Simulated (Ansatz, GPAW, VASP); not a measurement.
**One calculation of Mg, 3 ways**

```
Mg
1.0
     3.20930    0.00000    0.00000
    -1.60465    2.77934    0.00000
     0.00000    0.00000    5.21030
Mg
2
Direct
  0.66667 0.33333 0.75000
  0.33333 0.66667 0.25000
```

Alike in all runs: task single point; functional PBE; k mesh 10 × 10 × 5; occupations gaussian, width 0.021 eV; no spin polarisation; no spin-orbit coupling. Pressure is positive in compression and, in plane waves, holds the error of the finite cutoff.

```tsv
program and potentials	plane-wave cutoff (eV)	notes	pressure (GPa)
Ansatz, all-electron LAPW, scalar-relativistic	-	-	-0.46
GPAW, GPAW PAW data sets (gpaw-data 1.2.1)	800	10 valence electrons an atom on average	?
VASP, PBE PAW files Mg, 520 eV	520	2 valence electrons an atom on average	-0.57
```

Q: Estimate from the other rows what the run with GPAW, GPAW PAW data sets (gpaw-data 1.2.1) gave.

A: Pressure -0.53 GPa. The other rows, which needn't bracket it: pressure -0.57 to -0.46.
